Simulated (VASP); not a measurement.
# Ni (Fm-3m) in VASP: a series of runs

Runs on Ni. Level: PBE. Tasks: single point.

All numbers are computed with VASP 6.6.1; they aren't measurements. Logs are shortened: lines on timing, memory, paths and dates and some standing lists are left out, and cuts for length are marked.

## Step 1: The undisturbed crystal

Symmetry: Fm-3m, No. 225, cubic system. The conventional cell has a = 3.524 Å, b = 3.524 Å, c = 3.524 Å, α = 90.00°, β = 90.00°, γ = 90.00°. Around Ni (site symmetry m-3m) lie 12 Ni at 2.49 Å.

## Step 2: Single point, PBE, collinear spin, ferromagnetic start (a relaxed cell with its volume scaled by 0.91)

The input, INCAR:

```
SYSTEM = Ni
PREC = Accurate
ENCUT = 350
EDIFF = 1E-7
ISMEAR = 0
SIGMA = 0.1
LREAL = .False.
LASPH = .True.
NELM = 100
ALGO = Normal
ISIF = 2
LWAVE = .False.
LCHARG = .False.
ISPIN = 2
MAGMOM = 0.8
LORBIT = 11
LMAXMIX = 4
GGA = PE
NBANDS = 15
```

The input, KPOINTS:

```
regular mesh
0
Gamma
  20 20 20
  0 0 0
```

The input, POSCAR:

```
Ni                                      
1.0
    0.0000000000      1.7032705712      1.7032705712
    1.7032705712      0.0000000000      1.7032705712
    1.7032705712      1.7032705712     -0.0000000000
  Ni            
     1
Direct
     0.0000000000000000    0.0000000000000000    0.0000000000000000
```

Potentials or basis: VASP PAW PBE potentials, release 64 (Ni).

Launch:

```sh
> cat potpaw_PBE.64/Ni/POTCAR > POTCAR
> mpirun -np 1 vasp_std > vasp.out
```

OUTCAR:

```text
SYSTEM = Ni
   PREC = Accurate
   ENCUT = 350
   EDIFF = 1E-7
   ISMEAR = 0
   LREAL = .False.
   LASPH = .True.
   NELM = 100
   ISIF = 2
   ISPIN = 2
   LORBIT = 11
   GGA = PE

 ion  position               nearest neighbor table
   1  0.000  0.000  0.000-

  LATTYP: Found a face centered cubic cell.
 ALAT       =     3.4065411424

  Lattice vectors:

 A1 = (   0.0000000000,   1.7032705712,   1.7032705712)
 A2 = (   1.7032705712,   0.0000000000,   1.7032705712)
 A3 = (   1.7032705712,   1.7032705712,   0.0000000000)

Analysis of symmetry for initial positions (statically):
=====================================================================
 Subroutine PRICEL returns:
 Original cell was already a primitive cell.

 Routine SETGRP: Setting up the symmetry group for a
 face centered cubic supercell.

 Subroutine GETGRP returns: Found 48 space group operations
 (whereof 48 operations were pure point group operations)
 out of a pool of 48 trial point group operations.

The static configuration has the point symmetry O_h .

Analysis of symmetry for dynamics (positions and initial velocities):
=====================================================================
 Subroutine PRICEL returns:
 Original cell was already a primitive cell.

 Routine SETGRP: Setting up the symmetry group for a
 face centered cubic supercell.

 Subroutine GETGRP returns: Found 48 space group operations
 (whereof 48 operations were pure point group operations)
 out of a pool of 48 trial point group operations.

The dynamic configuration has the point symmetry O_h .

Analysis of structural, dynamic, and magnetic symmetry:
=====================================================================
 Subroutine PRICEL returns:
 Original cell was already a primitive cell.

 Routine SETGRP: Setting up the symmetry group for a
 face centered cubic supercell.

 Subroutine GETGRP returns: Found 48 space group operations
 (whereof 48 operations were pure point group operations)
 out of a pool of 48 trial point group operations.

The overall configuration has the point symmetry O_h .

 Subroutine INISYM returns: Found 48 space group operations
 (whereof 48 operations are pure point group operations),
 and found     1 'primitive' translations

----------------------------------------------------------------------------------------

                                     Primitive cell

  volume of cell :       9.8828

  direct lattice vectors                    reciprocal lattice vectors
     0.000000000  1.703270571  1.703270571    -0.293552891  0.293552891  0.293552891
     1.703270571  0.000000000  1.703270571     0.293552891 -0.293552891  0.293552891
     1.703270571  1.703270571  0.000000000     0.293552891  0.293552891 -0.293552891

  length of vectors
     2.408788342  2.408788342  2.408788342     0.508448522  0.508448522  0.508448522

  position of ions in fractional coordinates (direct lattice)
     0.000000000  0.000000000  0.000000000

  ion indices of the primitive-cell ions
   primitive index   ion index
                 1           1

----------------------------------------------------------------------------------------

 KPOINTS: regular mesh

Automatic generation of k-mesh.
 Grid dimensions read from file:
 generate k-points for:   20   20   20

 Generating k-lattice:

  Cartesian coordinates                     Fractional coordinates (reciprocal lattice)
    -0.014677645  0.014677645  0.014677645     0.050000000  0.000000000  0.000000000
     0.014677645 -0.014677645  0.014677645     0.000000000  0.050000000  0.000000000
     0.014677645  0.014677645 -0.014677645     0.000000000  0.000000000  0.050000000

  Length of vectors
     0.025422426  0.025422426  0.025422426

  Shift w.r.t. Gamma in fractional coordinates (k-lattice)
     0.000000000  0.000000000  0.000000000

 Subroutine IBZKPT returns following result:
 ===========================================

 Found    256 irreducible k-points:

 Following reciprocal coordinates:
            Coordinates               Weight
  0.000000  0.000000  0.000000      1.000000
  0.050000  0.000000  0.000000      8.000000
  0.100000  0.000000  0.000000      8.000000
  0.150000  0.000000  0.000000      8.000000
  0.200000  0.000000  0.000000      8.000000
  0.250000  0.000000  0.000000      8.000000
[... 16 lines left out ...]
 -0.400000  0.050000  0.000000     24.000000
 -0.350000  0.050000  0.000000     24.000000
 [... further k-points ...]
   k-points           NKPTS =    256   k-points in BZ     NKDIM =    256   number of bands    NBANDS=     15
   number of dos      NEDOS =    301   number of ions     NIONS =      1
   total plane-waves  NPLWV =   4096
   dimension x,y,z NGX =    16 NGY =   16 NGZ =   16
   dimension x,y,z NGXF=    32 NGYF=   32 NGZF=   32
   ions per type =               1
   NGX,Y,Z   is equivalent  to a cutoff of  11.04, 11.04, 11.04 a.u.
   NGXF,Y,Z  is equivalent  to a cutoff of  22.09, 22.09, 22.09 a.u.
 SYSTEM =  Ni
   PREC   = accura    normal or accurate (medium, high low for compatibility)
   ISTART =      0    job   : 0-new  1-cont  2-samecut
   ICHARG =      2    charge: 1-file 2-atom 10-const
   ISPIN  =      2    spin polarized calculation?
   LNONCOLLINEAR =      F non collinear calculations
   LSORBIT =      F    spin-orbit coupling
   LASPH  =      T    aspherical Exc in radial PAW
   ENCUT  =  350.0 eV  25.72 Ry    5.07 a.u.   3.67  3.67  3.67*2*pi/ulx,y,z
   NELM   =    100;   NELMIN=  2; NELMDL= -5     # of ELM steps
   EDIFF  = 0.1E-06   stopping-criterion for ELM
   LREAL  =      F    real-space projection
   EDIFFG = 0.1E-05   stopping-criterion for IOM
   NSW    =      0    number of steps for IOM
   IBRION =     -1    ionic relax: 0-MD 1-quasi-New 2-CG
   NFREE  =      0    steps in history (QN), initial steepest desc. (CG)
   ISIF   =      2    stress and relaxation
   ISYM   =      2    0-nonsym 1-usesym 2-fastsym
   POTIM  = 0.5000    time-step for ionic-motion
   TEBEG  =    0.0;   TEEND  =   0.0 temperature during run
   PSTRESS=    0.0 pullay stress
   NELECT =      10.0000    total number of electrons
   NUPDOWN=      -1.0000    fix difference up-down
   EMIN   =  10.00;   EMAX   =-10.00  energy-range for DOS
   EFERMI =   0.00;   METHOD = LEGACY
   ISMEAR =     0;   SIGMA  =   0.10  broadening in eV -4-tet -1-fermi 0-gaus
   EFERMI_NEDOS =   21; number of points for ismear=-14 and -15
   IALGO  =     38    algorithm
   IMIX   =      4    mixing-type and parameters
     AMIX     =   0.40;   BMIX     =  1.00
     AMIX_MAG =   1.60;   BMIX_MAG =  1.00
  volume/ion in A,a.u.               =       9.88        66.69
  Fermi-wavevector in a.u.,A,eV,Ry     =   1.643543  3.105847 36.752534  2.701235
  Thomas-Fermi vector in A             =   2.733660
   LORBIT       =     11    0 simple, 1 ext, 2 COOP (PROOUT), +10 PAW based schemes
   GGA     = PE    functional components
   LHFCALC =     F    Hartree Fock is set to
   AEXX    =    0.0000 exact exchange contribution
   IVDW    =     0    specifies the selected vdW correction
   LEPSILON=     F    determine dielectric tensor
   LRPA    =     F    only Hartree local field effects (RPA)
 spin polarized calculation
 Gauss-broadening in eV      SIGMA  =   0.10
  energy-cutoff  :      350.00
  volume of cell :        9.88
 maximum number of plane-waves:       169
   NGX =  7   NGY =  7   NGZ =  7

 number of electron      10.0000000 magnetization       0.8000000

 number of electron       9.9999997 magnetization       0.6150397

 Free energy of the ion-electron system (eV)
  ---------------------------------------------------
  ext. energy  EPLUGINS =         0.00000000
  ---------------------------------------------------
  free energy    TOTEN  =        -5.41301071 eV

  energy without entropy =       -5.40524152  energy(sigma->0) =       -5.40912611

 E-fermi :  10.8184     XC(G=0): -13.8361

 val. band max:       10.8157890240   @ k =   0.4500   0.1500   0.0500
 cond. band min:      10.8184498109   @ k =  -0.2500   0.1000   0.0000
 fundamental gap:      0.0026607869
 Fermi energy:        10.8183589364

 spin component 1

 k-point     1 :       0.0000    0.0000    0.0000
  band No.  band energies     occupation
      1       1.1065      1.00000
      2       8.1252      1.00000
      3       8.1252      1.00000
      4       8.1252      1.00000
      5       9.4686      1.00000
      6       9.4686      1.00000
      7      35.3443      0.00000
      8      39.9677      0.00000
      9      39.9678      0.00000
     10      39.9678      0.00000
     11      43.2905      0.00000
     12      43.2905      0.00000
     13      43.2905      0.00000
     14      45.9705      0.00000
     15      53.4552      0.00000
[... 397 lines left out ...]
 k-point    24 :      -0.3500    0.0500    0.0000
  band No.  band energies     occupation
      1       5.1042      1.00000
      2       8.2106      1.00000
      3       8.2736      1.00000
      4       8.3893      1.00000
      5       9.8620      1.00000
      6      10.2578      1.00000
      7      20.7583      0.00000
      8      33.5393      0.00000
      9      36.2722      0.00000
     10      38.5717      0.00000
     11      40.3717      0.00000
     12      42.3299      0.00000
     13      46.9967      0.00000
     14      54.0928      0.00000
     15      55.2382      0.00000

 [... further k-points ...]

 spin component 2

 k-point     1 :       0.0000    0.0000    0.0000
  band No.  band energies     occupation
      1       1.0803      1.00000
      2       8.8624      1.00000
      3       8.8624      1.00000
      4       8.8624      1.00000
      5      10.0485      1.00000
      6      10.0485      1.00000
      7      35.2004      0.00000
      8      39.9436      0.00000
      9      39.9436      0.00000
     10      39.9436      0.00000
     11      43.4037      0.00000
     12      43.4037      0.00000
     13      43.4037      0.00000
     14      45.8609      0.00000
     15      53.6875      0.00000
[... 397 lines left out ...]
 k-point    24 :      -0.3500    0.0500    0.0000
  band No.  band energies     occupation
      1       5.3302      1.00000
      2       8.7241      1.00000
      3       8.8454      1.00000
      4       8.8927      1.00000
      5      10.5821      0.99958
      6      10.9430      0.03892
      7      21.0187      0.00000
      8      33.4934      0.00000
      9      36.3071      0.00000
     10      38.6792      0.00000
     11      40.4129      0.00000
     12      42.3586      0.00000
     13      47.0703      0.00000
     14      54.1807      0.00000
     15      55.7598      0.00000

 [... further k-points ...]
[... 5 lines left out ...]
  --------------------------------------------------------------------------------------
  -------------------------------------------------------------------------------------
  Total        1.4543529      1.4543529      1.4543529     -0.0000000      0.0000000     -0.0000000
  in kB      235.7759254    235.7759254    235.7759254     -0.0000000      0.0000000     -0.0000000
  external PRESSURE =     235.7759254 kB  Pullay stress =       0.0000000 kB

 VOLUME and BASIS-vectors are now :
 -----------------------------------------------------------------------------
  energy-cutoff  :      350.00
  volume of cell :        9.88
      direct lattice vectors                 reciprocal lattice vectors
     0.000000000  1.703270571  1.703270571    -0.293552891  0.293552891  0.293552891
     1.703270571  0.000000000  1.703270571     0.293552891 -0.293552891  0.293552891
     1.703270571  1.703270571  0.000000000     0.293552891  0.293552891 -0.293552891

 POSITION                                       TOTAL-FORCE (eV/Angst)
 -----------------------------------------------------------------------------------
      0.00000      0.00000      0.00000         0.000000     -0.000000      0.000000
 -----------------------------------------------------------------------------------
    total drift:                                0.000000      0.000000      0.000000

  FREE ENERGIE OF THE ION-ELECTRON SYSTEM (eV)
  ---------------------------------------------------
  free  energy   TOTEN  =        -5.4130107064 eV

  energy  without entropy=       -5.4052415186  energy(sigma->0) =       -5.40912611

 total charge

# of ion       s       p       d       tot
------------------------------------------
    1        0.543   0.591   8.357   9.490

 magnetization (x)

# of ion       s       p       d       tot
------------------------------------------
    1       -0.006  -0.026   0.650   0.618
```

Run time: 39 s. Hardware: 1 thread of AMD EPYC 9R14 (Zen 4), shared host; peak memory 0.12 GiB.

What came out:

```yaml
Free_energy: -5.4130 eV
Pressure: 23.6 GPa
Band_gap_on_the_k_mesh: none (metal or under the smearing width)
Net_moment: 0.62 μB per cell
Site_moments: Ni +0.62 μB
Valence_electrons_inside_the_program's_atomic_spheres: Ni 9.49
```

Levels at points of the mesh, in eV from the Fermi level:
Spin up:
```
           k point  band 2  band 3  band 4  band 5  band 6  band 7  band 8  band 9
(0.00, 0.00, 0.00)   -2.69   -2.69   -2.69   -1.35   -1.35   24.53   29.15   29.15
(0.50, 0.00, 0.00)   -2.69   -2.69   -0.58   -0.58   -0.48    6.38   22.97   26.39
(0.50, 0.50, 0.00)   -4.74   -0.53   -0.42   -0.42    2.50   10.10   15.74   15.74
```
Spin down:
```csv
k point,band 1,band 2,band 3,band 4,band 5,band 6,band 7,band 8,band 9,band 10
"(0.00, 0.00, 0.00)",-9.74,-1.96,-1.96,-1.96,-0.77,-0.77,24.38,29.13,29.13,29.13
"(0.50, 0.00, 0.00)",-4.97,-2.08,-2.08,-0.53,0.17,0.17,6.81,22.84,26.48,26.48
"(0.50, 0.50, 0.00)",-4.94,-4.14,0.08,0.44,0.44,2.47,10.36,15.75,15.75,21.17
```

Caveat: so large a pressure means that the cell lies far from this level's equilibrium, or that cutoff or potentials fall short.

## Step 3: Single point, PBE, collinear spin, ferromagnetic start (a relaxed cell with its volume scaled by 1.09)

INCAR is that of step 2.

KPOINTS is that of step 2.

The input, POSCAR:

```
Ni                                      
1.0
    0.0000000000      1.8088893897      1.8088893897
    1.8088893897      0.0000000000      1.8088893897
    1.8088893897      1.8088893897     -0.0000000000
  Ni            
     1
Direct
     0.0000000000000000    0.0000000000000000    0.0000000000000000
```

Potentials or basis: VASP PAW PBE potentials, release 64 (Ni).

Launch:

```sh
> cat potpaw_PBE.64/Ni/POTCAR > POTCAR
> mpirun -np 1 vasp_std > vasp.out
```

Run time: 39 s. Hardware: 1 thread of AMD EPYC 9R14 (Zen 4), shared host; peak memory 0.12 GiB.

The run converged. Its results:

```yaml
Free_energy: -5.4378 eV
Pressure: -13.8 GPa
Band_gap_on_the_k_mesh: none (metal or under the smearing width)
Net_moment: 0.64 μB per cell
Site_moments: Ni +0.66 μB
Valence_electrons_inside_the_program's_atomic_spheres: Ni 9.16
```

Levels at points of the mesh, in eV from the Fermi level:
Spin up:
```tsv
k point	band 3	band 4	band 5	band 6	band 7	band 8
(0.00, 0.00, 0.00)	-2.25	-2.25	-1.20	-1.20	23.00	26.20
(0.50, 0.00, 0.00)	-2.22	-0.64	-0.64	-0.15	5.07	21.53
(0.50, 0.50, 0.00)	-0.58	-0.53	-0.53	2.39	8.48	14.04
```
Spin down:
| k point | band 3 | band 4 | band 5 | band 6 | band 7 | band 8 |
| --- | --- | --- | --- | --- | --- | --- |
| (0.00, 0.00, 0.00) | -1.47 | -1.47 | -0.60 | -0.60 | 22.81 | 26.19 |
| (0.50, 0.00, 0.00) | -1.59 | -0.22 | 0.14 | 0.14 | 5.50 | 21.37 |
| (0.50, 0.50, 0.00) | 0.04 | 0.35 | 0.35 | 2.34 | 8.71 | 14.04 |
